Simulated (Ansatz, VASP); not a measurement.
## Two plane-wave programs on I

```
I
1.0
     0.00000    2.36560    3.90984
     2.19225    0.00000    3.90984
     2.19225    2.36560    0.00000
I
1
Direct
  0.00000 0.00000 0.00000
```

Alike in both runs: task relaxation of cell and atoms; functional PBE; dispersion D3(BJ); k mesh 14 × 14 × 14; occupations gaussian, width 0.1 eV; no spin polarisation.

|  | VASP | Ansatz |
| --- | --- | --- |
| version | VASP 6.6.1 | Ansatz 0.2.0 |
| potentials or method | VASP PAW PBE potentials, release 64 (I) | scalar-relativistic, plane waves, PAW |
| plane-wave cutoff (eV) | 600 | 420 |
| valence electrons in the cell | 7 | 17 |

|  | VASP | Ansatz | Ansatz less VASP |
| --- | --- | --- | --- |
| gap on the k mesh at the Fermi level, each at its own relaxed structure (eV) | none | none | - |
| relaxed volume (Å³/atom) | 37.78 | 37.81 | +0.030 |
| relaxed cell length with the largest relative difference (Å) | 3.194 | 3.196 | +0.0023 |
| energy change over the relaxation (meV/atom) | -9 | -9 | +0.2 |

A gap of «none» marks a metal or a gap that the smearing closes. The two sets of potentials don't hold the same shells in valence.

Caveats: an odd number of electrons without spin polarisation forces a metal; a magnetic or distorted state may lie lower; pairwise dispersion overbinds metals, which lowers pressure and volume. Spin-orbit coupling is left out, which matters for the levels of I.
